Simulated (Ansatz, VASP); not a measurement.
Two plane-wave programs on Zn

INCAR

```
SYSTEM = Zn
PREC = Accurate
ENCUT = 520
EDIFF = 1E-7
ISMEAR = -1
SIGMA = 0.05
LREAL = .False.
LASPH = .True.
NELM = 100
ALGO = Normal
ISIF = 2
LWAVE = .False.
LCHARG = .False.
GGA = PE
NBANDS = 12
```

File KPOINTS:

```
regular mesh
0
Gamma
  12 12 12
  0 0 0
```

The input POSCAR:

```
Zn
1.0
   -1.5585062330      1.5585062330      1.5585062330
    1.5585062330     -1.5585062330      1.5585062330
    1.5585062330      1.5585062330     -1.5585062330
Zn
1
Direct
    0.0000000000      0.0000000000      0.0000000000
```

The input input.yaml:

```yaml
crystal:
  lattice:
    - [-1.558506233, 1.558506233, 1.558506233]
    - [1.558506233, -1.558506233, 1.558506233]
    - [1.558506233, 1.558506233, -1.558506233]
  atoms:
    - { symbol: Zn, position: [0.0, 0.0, 0.0] }
hamiltonian:
  xc: pbe
  pseudopotentials: { kind: paw }
kpoints:
  mp_grid: { grid: [12, 12, 12] }
scf:
  occupations: { method: fermi_dirac, width: 0.05 }
output:
  forces: true
  stress: true
  eigenvalues: true
  write_density: true
  write_potential: true
  elf: true
  volumetric_format: npy
```

Change from the starting cell: volume scaled by 0.98.

Alike in both runs: task single point; functional PBE; k mesh 12 × 12 × 12; occupations fermi-dirac, width 0.05 eV; no spin polarisation.

|  | VASP | Ansatz |
| --- | --- | --- |
| version | VASP 6.6.1 | Ansatz 0.2.0 |
| potentials or method | VASP PAW PBE potentials, release 64 (Zn) | Ansatz PAW |
| plane-wave cutoff (eV) | 520 | 420 |
| valence electrons in the cell | 12 | 12 |

```csv
,VASP,Ansatz,Ansatz less VASP
gap on the k mesh at the Fermi level (eV),none,none,-
pressure (GPa),1.2,0.9,-0.30
```

A gap of «none» marks a metal or a gap that the smearing closes.
